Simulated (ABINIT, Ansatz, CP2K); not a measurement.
The equilibrium volume of Te, sorted by core time

Symmetry: R-3m, No. 166, trigonal system. The conventional cell has a = 4.612 Å, b = 4.612 Å, c = 5.073 Å, α = 90.00°, β = 90.00°, γ = 120.00°. Te (site symmetry -3m) has 6 Te at 3.15 Å as nearest neighbours.

This isn't the form of Te at room conditions, which is trigonal, of chains.

```tsv
rung	level	program and potentials	cutoff (eV)	k mesh	smearing	spin	core time	chip	equilibrium volume (Å³/atom)	notes
GGA	PBEsol	Ansatz, Ansatz PAW	420	7 × 7 × 7	fermi-dirac 0.05	off	6.2 s	Arm Neoverse V1	30.99	potentials made for PBE, which Ansatz adapts in part; 16 valence electrons an atom on average
GGA	PBEsol	Ansatz, Ansatz PAW	420	9 × 9 × 9	fermi-dirac 0.05	off	14 s	Arm Neoverse V2	31.29	potentials made for PBE, which Ansatz adapts in part; 16 valence electrons an atom on average
LDA	LDA	Ansatz, Ansatz PAW	420	9 × 9 × 9	fermi-dirac 0.05	off	15 s	Arm Neoverse V2	30.75	potentials made for PBE, which Ansatz adapts in part; 16 valence electrons an atom on average
LDA	LDA	CP2K, GTH_POTENTIALS Te GTH-PADE-q6; TZVP-MOLOPT-PBE-GTH basis	-	7 × 7 × 7	fermi-dirac 0.05	off	22 s	AMD EPYC 9R45 Zen 5	30.96	atomic basis; 6 valence electrons an atom on average
meta-GGA	r2SCAN	Ansatz, Ansatz PAW	500	9 × 9 × 9	fermi-dirac 0.05	off	31 s	Arm Neoverse V1	32.49	potentials made for PBE, which Ansatz adapts in part; 16 valence electrons an atom on average
GGA	PBEsol	Ansatz, Ansatz PAW	420	7 × 7 × 7	fermi-dirac 0.05	SOC, no magnetisation	48 s	Arm Neoverse V2	31.38	potentials made for PBE, which Ansatz adapts in part; 16 valence electrons an atom on average
LDA	LDA	ABINIT, PseudoDojo NC SR LDA v0.4.1 standard	1088	7 × 7 × 7	fermi-dirac 0.05	off	5 min	Intel Xeon Platinum 8488C Sapphire Rapids	30.52	16 valence electrons an atom on average
GGA	PBEsol	ABINIT, PseudoDojo NC SR PBEsol v0.4.1 standard	1088	7 × 7 × 7	fermi-dirac 0.05	off	5.3 min	Intel Xeon Platinum 8259CL Skylake/Cascade Lake	31.06	16 valence electrons an atom on average
hybrid + dispersion	B3LYP+D4	Ansatz, Ansatz PAW	420	5 × 5 × 5	fermi-dirac 0.1	SOC, no magnetisation	9.2 min	Arm Neoverse V2	31.38	coarse mesh; potentials made for PBE, which Ansatz adapts in part; 16 valence electrons an atom on average
```

Times are single runs on shared hosts and different chips, so they are rough; meshes, cutoffs and the tasks' sizes weigh on the time. Task: relaxation of cell and atoms. Smearing widths are in eV. For a metal such meshes aren't converged. Meshes differ between rows, which moves values too. Meshes are those of the run's cell of 1 atom unless a note names another. Relaxations start from the cell shown or near it and stop with a little pressure left. Runs on faulty files, with rough fits or with known faults for this quantity aren't shown. PBE isn't shown for this crystal.

By rung: LDA 30.52 to 30.75; GGA 30.99 to 31.38; meta-GGA 32.49; LDA in atomic bases 30.96; hybrid + dispersion on coarse meshes 31.38 (Å³/atom).
